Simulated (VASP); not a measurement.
**Na3H8: single point with PBE**

Crystal: Na3H8.

```xyz
11
Lattice="0.0000 4.5663 4.5663 4.5663 0.0000 4.5663 4.5663 4.5663 0.0000" Properties=species:S:1:pos:R:3 pbc="T T T"
Na    2.2832    2.2832    2.2832
Na    6.8495    6.8495    6.8495
Na    0.0000    0.0000    0.0000
H     3.9917    3.9917    3.9917
H     5.1409    5.1409    3.9917
H     5.1409    3.9917    5.1409
H     3.9917    5.1409    5.1409
H     3.9917    3.9917    5.1409
H     5.1409    5.1409    5.1409
H     3.9917    5.1409    3.9917
H     5.1409    3.9917    3.9917
```

The cell was built by a generator and needn't be a form met in nature.

The cell isn't the ideal one: random cell by space group and Wyckoff sites (Fm-3m, No. 225).

* Program: VASP 6.6.1
* Task: single point
* Functional: PBE
* Potentials or basis: VASP PAW PBE potentials, release 64 (Na_pv, H)
* Cutoff: 520 eV
* k mesh: 4 × 4 × 4
* Occupations: gaussian, width 0.1 eV
* Spin: no spin polarisation

- Pressure: -0.1 GPa
- Largest force: 0.006 eV/Å
- Band gap on the k mesh: none (metal or under the smearing width)

Forces on the atoms (eV/Å):
```
Na   0.000  0.000  0.000
Na   0.000  0.000  0.000
Na   0.000  0.000  0.000
H    0.004  0.004  0.004
H   -0.004 -0.004  0.004
H   -0.004  0.004 -0.004
H    0.004 -0.004 -0.004
H    0.004  0.004 -0.004
H   -0.004 -0.004 -0.004
H    0.004 -0.004  0.004
H   -0.004  0.004  0.004
```

Levels at points of the mesh, in eV from the Fermi level:
```
           k point  band 12  band 13  band 14  band 15  band 16  band 17
(0.00, 0.00, 0.00)    -5.65    -5.65    -2.14     0.95     0.95     0.95
(0.50, 0.00, 0.00)    -5.68    -5.68    -0.82    -0.47     1.18     1.18
(0.50, 0.50, 0.00)    -5.71    -5.71    -0.52    -0.04     0.22     1.81
```

Run time: 36 s on 1 thread of Intel(R) Xeon(R) Platinum 8488C (Sapphire Rapids) (shared host), peak memory 0.3 GiB.
